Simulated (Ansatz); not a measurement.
# FeO, one cell by several methods

```yaml
crystal:
  lattice:
    - [1.53022, 0.88348, 2.53659]
    - [-1.53022, 0.88348, 2.53659]
    - [0.00000, -1.76695, 2.53659]
  atoms:
    - { symbol: Fe, position: [0.00000, 0.00000, 0.00000] }
    - { symbol: O, position: [0.50000, 0.50000, 0.50000] }
```

Atoms are numbered in the order listed.

Conventional cell: a = 3.060 Å, b = 3.060 Å, c = 7.610 Å, α = 90.00°, β = 90.00°, γ = 120.00°. Fe (atom 1) has 6 O at 2.18 Å as nearest neighbours. O (atom 2) has 6 Fe at 2.18 Å as nearest neighbours.

The structure is an experimental refinement, used without relaxation. The listed cell was then made from it by scaling, straining or moving an atom.

Semilocal functionals without U often leave such compounds metallic or with too small a gap, and the real magnetic order may differ.

The magnetic state is the one reached from the start moments; no search over orders was made, so it needn't be the ground state.

All numbers are computed: DFT, PBE, PAW with Ansatz's default frozen-core files, scalar-relativistic (Ansatz 0.2.0); DFT, PBE, all-electron LAPW, scalar-relativistic (Ansatz 0.2.0).

For PAW: a Γ-centred 16×16×16 k mesh, Fermi–Dirac smearing of 0.03 eV, cutoff 420 eV, spin-polarised from start moments Fe1 3 μB. LAPW targets a basis error of 0.5 meV/atom. The Ansatz runs share mesh, smearing and spin set-up. Plane-wave (PAW) pressures include the program's estimate of the Pulay term.

Stress and pressure are positive in compression.

The change that made this cell: volume scaled by 1.025.

| quantity | PAW | LAPW |
| --- | --- | --- |
| pressure (GPa) | -4.98 | ? |
| stress xx (GPa) | -4.64 | ? |
| stress zz (GPa) | ? | -5.72 |
| moment of the cell (μB) | 4.001 | 4.001 |

Give the missing entry: row "stress zz (GPa)", column "PAW".

-5.64.

Give the missing entry: row "pressure (GPa)", column "LAPW".

-5.05.

Fill in "LAPW" for the row "stress xx (GPa)".

-4.71.
